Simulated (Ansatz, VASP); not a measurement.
**TiAl3: VASP beside Ansatz**

```
Ti Al
1.0
     3.94800    0.00000    0.00000
     0.00000    3.94800    0.00000
     0.00000    0.00000    3.94800
Ti Al
1 3
Direct
  0.00000 0.00000 0.00000
  0.50000 0.50000 0.00000
  0.50000 0.00000 0.50000
  0.00000 0.50000 0.50000
```

Alike in both runs: task single point; functional PBEsol; k mesh 4 × 4 × 4; occupations gaussian, width 0.1 eV; no spin polarisation.

|  | VASP | Ansatz |
| --- | --- | --- |
| version | VASP 6.6.1 | Ansatz 0.2.0 |
| potentials or method | VASP PAW PBE potentials, release 64 (Ti_sv, Al) | scalar-relativistic, plane waves, PAW |
| plane-wave cutoff (eV) | 520 | 420 |
| valence electrons in the cell | 21 | 21 |

```csv
,VASP,Ansatz,Ansatz less VASP
gap on the k mesh at the Fermi level (eV),none,none,-
pressure (GPa),0.2,0.1,-0.13
```

A gap of «none» marks a metal or a gap that the smearing closes. Ansatz warned: «pseudo_functional_mismatch».

Caveats: the k mesh is coarse (spacing up to 0.40 Å⁻¹), so the values aren't converged; the PAW data sets were made with another functional, which shifts forces and pressure a little (VASP).
